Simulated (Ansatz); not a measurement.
# GaS: Wannier runs under varied settings

Aim: run 2 Wannier inputs for GaS as typed, and read from each log whether it ends well.

Computed with Ansatz 0.2.0 (plane waves, PAW; the settings change from run to run, as each input shows, unless a step's input says otherwise).

3 further runs of the same task are left out: 3 that didn't finish.

### Step 1. The system as given

The structure is hexagonal, space group P6_3/mmc (No. 194). Conventional cell: a = 3.580 Å, b = 3.580 Å, c = 15.563 Å, α = 90.00°, β = 90.00°, γ = 120.00°. Ga (site symmetry 3m) has 3 S at 2.33 Å and 1 Ga at 2.44 Å as nearest neighbours. Around S (site symmetry 3m) lie 3 Ga at 2.33 Å.

Structure file:

```cif
data_structure
_symmetry_space_group_name_H-M 'P 1'
_symmetry_Int_Tables_number 1
_cell_length_a 3.5795
_cell_length_b 3.5795
_cell_length_c 15.5631
_cell_angle_alpha 90.000
_cell_angle_beta 90.000
_cell_angle_gamma 120.000
_cell_volume 172.69
loop_
_atom_site_label
_atom_site_type_symbol
_atom_site_fract_x
_atom_site_fract_y
_atom_site_fract_z
_atom_site_occupancy
Ga1 Ga 0.33333 0.66667 0.17170 1
Ga2 Ga 0.66667 0.33333 0.67170 1
Ga3 Ga 0.33333 0.66667 0.32830 1
Ga4 Ga 0.66667 0.33333 0.82830 1
S1 S 0.33333 0.66667 0.60286 1
S2 S 0.66667 0.33333 0.10286 1
S3 S 0.33333 0.66667 0.89714 1
S4 S 0.66667 0.33333 0.39714 1
```

Cell and atoms come from an earlier r2SCAN+rVV10 relaxation.

### Step 2. Input 1

The input, input.yaml:

```yaml
crystal:
  lattice:
    - [3.579505979, 0.0, 0.0]
    - [-1.7897529895, 3.0999431108, 0.0]
    - [0.0, 0.0, 15.5631243014]
  atoms:
    - { symbol: Ga, position: [0.3333333333, 0.6666666667, 0.1716952324] }
    - { symbol: Ga, position: [0.6666666667, 0.3333333333, 0.6716952324] }
    - { symbol: Ga, position: [0.3333333333, 0.6666666667, 0.3283047676] }
    - { symbol: Ga, position: [0.6666666667, 0.3333333333, 0.8283047676] }
    - { symbol: S, position: [0.3333333333, 0.6666666667, 0.6028569224] }
    - { symbol: S, position: [0.6666666667, 0.3333333333, 0.1028569224] }
    - { symbol: S, position: [0.3333333333, 0.6666666667, 0.8971430776] }
    - { symbol: S, position: [0.6666666667, 0.3333333333, 0.3971430776] }
kpoints:
  mp_grid: { grid: [6, 6, 2] }
  band_path:
    path:
      - [[0.0, 0.0, 0.0], [0.5, -1.027153573834e-17, 0.0], [0.3333333333333, 0.3333333333333, 0.0], [0.0, 0.0, 0.0], [0.0, 0.0, 0.5], [0.5, -1.027153573834e-17, 0.5], [0.3333333333333, 0.3333333333333, 0.5], [0.0, 0.0, 0.5]]
      - [[0.5, -1.027153573834e-17, 0.5], [0.5, -1.027153573834e-17, 0.0]]
      - [[0.3333333333333, 0.3333333333333, 0.5], [0.3333333333333, 0.3333333333333, 0.0]]
    npoints: 10
hamiltonian:
  xc: pbe
scf:
  occupations: { method: fixed }
  n_extra_bands: 6
output:
  forces: false
  stress: false
  eigenvalues: true
  wannier:
    kmesh: [2, 2, 2]
    projections: [{ species: S, l: p, shell: 3 }]
    minimise: true
    write_hr: true
    conv_tol: 1.0e-08
    max_iter: 1000
```

Started as:

```bash
ansatz run input.yaml --threads 4 --pin off --max-ram 5529MiB --backend cpu --events-out ev --progress --plain --runs-dir out
```

The log of the run, shortened:

```text
Warning: RAYON_NUM_THREADS=4 ignored (pool sized by the plan → 4); use --threads N
scf.n_extra_bands = 6 over 38 filled bands (N_el = 76.0): the run solves 44 bands
[...]
Pseudopotentials: kind: paw
Pseudopotential: Ga, paw, valence charge 13, recommended cutoff 420 eV (normal), Ga.paw.azcp
Pseudopotential: S, paw, valence charge 6, recommended cutoff 420 eV (normal), S.paw.azcp
Functional definition: PBE
[...]
Crystal: 8 atoms, lattice volume = 172.693 Å³
Basis set: ecut = 420 eV, 3335 PW (Γ)
Bands: 44, of which v1, the nominal top of the filled ones, is band 38 counted from 1 (37 counted from 0)
Symmetry: 24 space group operations
Space group: P63/mmc (ITA 194), of the structure as read, at distance tolerance 5.6e-5 Å
k-points: 14 of 72
[...]
SCF iter   1: F=—  HF=-18745.451556 eV  |F-HF|=—  |Δ(HF+E_count)|=         —  Δρ=1.23e-3  dr2=2.08e-3  ethr=1.77e-3  ⟨swp⟩=4.5  Hψ=1992  notcnv=0  defer=44
[...]
SCF iter   7: F=-18745.451918 eV  HF=-18745.451918 eV  |F-HF|=3.06e-9  |Δ(HF+E_count)|=   2.10e-7  Δρ=2.08e-6  dr2=1.60e-8  ethr=1.32e-10  ⟨swp⟩=9.6  Hψ=2071  notcnv=0
[...]
NSCF: frozen V_eff on 93 k-points
NSCF: frozen V_eff on 6 k-points
the Wannier pass solved 6 of the 8 points of its mesh, and has the states at the others by symmetry: states obtained by the crystal's operations at points that were solved too leave a residual of 3.41e-13 eV (read by the count's bands and the next), within 3.33e-5 eV
SCF converged after 7 iterations
Free energy (F): -18745.451918 eV
[...]
E sigma→0 (E₀):  -18745.451918 eV
Fermi energy:    6.299300 eV
[...]
--- Band table (eV; the first three rows and the last of 14) ---
[...]
Wannier search: line search 1 of at most 1000: gauge-dependent spread (as the search counts it) 0.5514695 Å², largest recent change 4.2e-2 Å² and fall left 3.6e-4 Å² against conv_tol 1.0e-8 Å², 0 stops escaped
```

Wall time 4.2 s (4 threads of Intel Xeon Platinum 8488C (Sapphire Rapids), shared host); peak memory 0.7 GiB.

wannier.win names the bands that the functions span: combinations of 25-38 (counted from 1; 38 are filled). Combinations are drawn from entangled bands, so such a model needn't follow any one band.

The head of wannier.spreads.toml:

```toml
omega_i_ang2 = 19.064865772143534
omega_d_ang2 = 0.07054936478377687
omega_od_ang2 = 0.4695279702601513
omega_total_ang2 = 19.604943107187463
least_projectability = 0.7386219311331621
b_vectors_match_mmn = true
n_iter = 28
converged = true
rejected_fitted_steps = 0
```

The functions (centres in Å, on-site energies from the top of the filled bands):

| n | x | y | z | spread (Å²) | on-site (eV) | nearest atoms | distance (Å) |
| --- | --- | --- | --- | --- | --- | --- | --- |
| 1 | -0.067 | 2.028 | 9.545 | 2.043 | -3.404 | S5 | 0.18 |
| 2 | 0.140 | 1.940 | 9.619 | 1.429 | -3.902 | S5 | 0.30 |
| 3 | -0.039 | 2.251 | 9.619 | 1.429 | -3.902 | S5 | 0.30 |
| 4 | 1.857 | 1.072 | 1.764 | 2.043 | -3.404 | S6 | 0.18 |
| 5 | 1.649 | 1.160 | 1.837 | 1.429 | -3.902 | S6 | 0.30 |
| 6 | 1.829 | 0.849 | 1.837 | 1.429 | -3.902 | S6 | 0.30 |
| 7 | -0.067 | 2.028 | 13.799 | 2.043 | -3.404 | S7 | 0.18 |
| 8 | 0.140 | 1.940 | 13.726 | 1.429 | -3.902 | S7 | 0.30 |
| 9 | -0.039 | 2.251 | 13.726 | 1.429 | -3.902 | S7 | 0.30 |
| 10 | 1.722 | 1.072 | 6.018 | 2.043 | -3.404 | S8 | 0.18 |
| 11 | 1.930 | 1.160 | 5.944 | 1.429 | -3.902 | S8 | 0.30 |
| 12 | 1.750 | 0.849 | 5.944 | 1.429 | -3.902 | S8 | 0.30 |

Along the path each interpolated band stays within 0.61, 0.43, 0.40, 0.90, 0.70, 0.77, 0.58, 0.54, 0.41, 0.41, 0.53, 0.65 eV of the nearest computed level, from the lowest band up.

### Step 3. Input 2

Edit input.yaml of step 2 so:

```diff
@@ -26,3 +26,3 @@
   occupations: { method: fixed }
-  n_extra_bands: 6
+  n_extra_bands: 32
 output:
@@ -32,7 +32,12 @@
   wannier:
-    kmesh: [2, 2, 2]
-    projections: [{ species: S, l: p, shell: 3 }]
+    kmesh: [6, 6, 2]
+    projections:
+      - { species: S, l: s, shell: 3 }
+      - { species: S, l: p, shell: 3 }
+      - { species: Ga, l: s, shell: 4 }
+      - { species: Ga, l: p, shell: 4 }
     minimise: true
     write_hr: true
-    conv_tol: 1.0e-08
+    conv_tol: 0.001
     max_iter: 1000
+    disentanglement: { window: [-19.7, 23.92], frozen_window: [-1.7, 9.42] }
```

Started as:

```bash
ansatz run input.yaml --threads 4 --pin off --max-ram 5529MiB --backend cpu --events-out ev --progress --plain --runs-dir out
```

The log of the run, shortened:

```text
Warning: RAYON_NUM_THREADS=4 ignored (pool sized by the plan → 4); use --threads N
scf.n_extra_bands = 32 over 38 filled bands (N_el = 76.0): the run solves 70 bands
[...]
[... 4 set-up lines as earlier in the session ...]
[...]
Crystal: 8 atoms, lattice volume = 172.693 Å³
Basis set: ecut = 420 eV, 3335 PW (Γ)
Bands: 70, of which v1, the nominal top of the filled ones, is band 38 counted from 1 (37 counted from 0)
[... 2 set-up lines as earlier in the session ...]
k-points: 14 of 72
[...]
SCF iter   1: F=—  HF=-18745.451866 eV  |F-HF|=—  |Δ(HF+E_count)|=         —  Δρ=1.23e-3  dr2=2.09e-3  ethr=1.77e-3  ⟨swp⟩=4.9  Hψ=3320  notcnv=0  defer=411
[...]
NSCF: frozen V_eff on 93 k-points
NSCF: frozen V_eff on 18 k-points
the Wannier pass solved 18 of the 72 points of its mesh, and has the states at the others by symmetry: states obtained by the crystal's operations at points that were solved too leave a residual of 3.66e-13 eV (read by the count's bands and the next), within 8.33e-6 eV
NSCF: frozen V_eff on 18 k-points
the Wannier pass solved 18 of the 72 points of its mesh, and has the states at the others by symmetry: states obtained by the crystal's operations at points that were solved too leave a residual of 6.13e-13 eV (read by the count's bands and the next), within 8.33e-6 eV
SCF converged after 6 iterations
Free energy (F): -18745.451918 eV
[...]
E sigma→0 (E₀):  -18745.451918 eV
Fermi energy:    6.299298 eV
[...]
--- Band table (eV; the first three rows and the last of 14) ---
[...]
Wannier search: line search 1 of at most 1000: gauge-dependent spread (as the search counts it) 17.5815435 Å², largest recent change 7.8e0 Å² and fall left 5.5e-2 Å² against conv_tol 1.0e-3 Å², 0 stops escaped
```

It took 21 s on 4 threads of Intel Xeon Platinum 8488C (Sapphire Rapids), shared host; peak memory 0.89 GiB.

The windows are typed on the program's own energy scale, on which the last band filled by count tops at 6.30 eV.

The head of wannier.spreads.toml:

```toml
omega_i_ang2 = 44.013206725876444
omega_d_ang2 = 0.14779857677920435
omega_od_ang2 = 6.22609749834158
omega_total_ang2 = 50.387102800997226
least_projectability = 0.49852775426331153
b_vectors_match_mmn = true
n_iter = 24
converged = true
rejected_fitted_steps = 1
dis_converged = true
dis_n_iter = 331
dis_n_moved = 0
dis_level_miss = 0.005564192535862697
```

The functions (centres in Å, on-site energies from the top of the filled bands):

| n | x | y | z | spread (Å²) | on-site (eV) | nearest atoms | distance (Å) |
| --- | --- | --- | --- | --- | --- | --- | --- |
| 1 | 0.000 | 2.067 | 9.925 | 1.477 | -4.650 | S5 | 0.54 |
| 2 | 1.790 | 1.033 | 2.143 | 1.477 | -4.650 | S6 | 0.54 |
| 3 | 0.000 | 2.067 | 13.420 | 1.477 | -4.650 | S7 | 0.54 |
| 4 | 1.790 | 1.033 | 5.639 | 1.477 | -4.650 | S8 | 0.54 |
| 5 | -0.433 | 2.316 | 9.195 | 1.294 | -2.856 | S5 | 0.53 |
| 6 | 0.433 | 2.316 | 9.195 | 1.294 | -2.856 | S5 | 0.53 |
| 7 | 0.000 | 1.567 | 9.195 | 1.294 | -2.856 | S5 | 0.53 |
| 8 | 2.222 | 0.784 | 1.413 | 1.294 | -2.856 | S6 | 0.53 |
| 9 | 1.357 | 0.784 | 1.413 | 1.294 | -2.856 | S6 | 0.53 |
| 10 | 1.790 | 1.533 | 1.413 | 1.294 | -2.856 | S6 | 0.53 |
| 11 | 0.433 | 2.316 | 14.150 | 1.294 | -2.856 | S7 | 0.53 |
| 12 | -0.433 | 2.316 | 14.150 | 1.294 | -2.856 | S7 | 0.53 |
| 13 | 0.000 | 1.567 | 14.150 | 1.294 | -2.856 | S7 | 0.53 |
| 14 | 1.357 | 0.784 | 6.369 | 1.294 | -2.856 | S8 | 0.53 |
| 15 | 2.222 | 0.784 | 6.369 | 1.294 | -2.856 | S8 | 0.53 |
| 16 | 1.790 | 1.533 | 6.369 | 1.294 | -2.856 | S8 | 0.53 |
| 17 | 0.642 | 2.437 | 2.901 | 1.815 | 1.677 | Ga1 | 0.78 |
| 18 | 2.432 | 0.663 | 10.683 | 1.815 | 1.677 | Ga2 | 0.78 |
| 19 | 0.642 | 2.437 | 4.880 | 1.815 | 1.677 | Ga3 | 0.78 |
| 20 | 2.432 | 0.663 | 12.662 | 1.815 | 1.677 | Ga4 | 0.78 |
| 21 | 0.000 | 2.067 | 1.895 | 1.791 | 1.898 | Ga1 | 0.78 |
| 22 | -0.642 | 2.437 | 2.901 | 1.815 | 1.677 | Ga1 | 0.78 |
| 23 | 0.000 | 1.325 | 2.901 | 1.815 | 1.677 | Ga1 | 0.78 |
| 24 | 1.790 | 1.033 | 9.676 | 1.791 | 1.898 | Ga2 | 0.78 |
(8 more functions)

Along the path each interpolated band stays within 0.16, 0.16, 0.08, 0.05, 0.00, 0.01, 0.02, 0.01, 0.04, 0.04, 0.04, 0.03 and so on, 0.99 at most for the rest, eV of the nearest computed level, from the lowest band up; bands outside the frozen window needn't match, and between the mesh's points a coarse mesh lets the others stray too.

### Step 4. How the runs ended

| input | settings | ended | result | time |
| --- | --- | --- | --- | --- |
| 1 | PBE, 12 functions, 2×2×2 | converged | spread 19.60 Å² | 4.2 s |
| 2 | PBE, 32 functions, 6×6×2, window -19.7 to 23.92 eV, frozen -1.7 to 9.42 eV | converged | spread 50.39 Å² | 21 s |

2 converged. Over the sound inputs the mean spread of a function spans 1.57 to 1.63 Å². These values shouldn't be quoted for the material: the settings weren't chosen for accuracy.
